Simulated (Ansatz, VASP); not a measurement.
# PbS: VASP beside Ansatz

```
Pb S
1.0
     0.00000    3.00424    3.00424
     3.00424    0.00000    3.00424
     3.00424    3.00424    0.00000
Pb S
1 1
Cartesian
  0.0000 0.0000 0.0000
  3.0042 3.0042 3.0042
```

Alike in both runs: functional PBE; k mesh 13 × 13 × 13; occupations fermi-dirac, width 0.05 eV; no spin polarisation.

Ansatz relaxed the structure, and its values are those at the end. VASP's run is a single point on that final structure, the one shown.

|  | VASP | Ansatz |
| --- | --- | --- |
| version | VASP 6.6.1 | Ansatz 0.2.0 |
| potentials or method | VASP PAW PBE potentials, release 64 (Pb_d, S) | PAW with Ansatz's default frozen-core files, scalar-relativistic |
| plane-wave cutoff (eV) | 520 | 420 |
| valence electrons in the cell | 20 | 20 |

|  | VASP | Ansatz | Ansatz less VASP |
| --- | --- | --- | --- |
| pressure (GPa) | -0.1 | 0.0 | +0.07 |

The functional is the same, so the differences come from potentials, cutoffs and numerics.

Spin-orbit coupling is left out, which matters for the levels of Pb.
